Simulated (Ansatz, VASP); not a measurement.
Two plane-wave programs on Ti

```
Ti
1.0
    -1.59168    1.59168    1.37076
     1.59168   -1.59168    1.37076
     1.59168    1.59168   -1.37076
Ti
1
Direct
  0.00000 0.00000 0.00000
```

Alike in both runs: task single point; functional PBEsol; k mesh 22 × 22 × 22; occupations gaussian, width 0.15 eV; no spin polarisation.

```csv
,VASP,Ansatz
version,VASP 6.6.1,Ansatz 0.2.0
potentials or method,"VASP PAW PBE potentials, release 64 (Ti_sv)","scalar-relativistic, plane waves, PAW"
plane-wave cutoff (eV),520,520
valence electrons in the cell,12,12
```

VASP gave:

```
gap on the k mesh at the Fermi level (eV)       : none
pressure (GPa)                                  : 25.5
largest component of the traceless stress (GPa) : 0.67
```

Which values does Ansatz return?

gap on the k mesh at the Fermi level (eV): none; pressure (GPa): 26.1; largest component of the traceless stress (GPa): 0.59.

A gap of «none» marks a metal or a gap that the smearing closes. Ansatz warned: «pseudo_functional_mismatch».

Caveats: so large a pressure means that the cell lies far from this level's equilibrium, or that cutoff or potentials fall short (VASP); the potentials were made for another functional, which shifts forces and pressure (VASP).
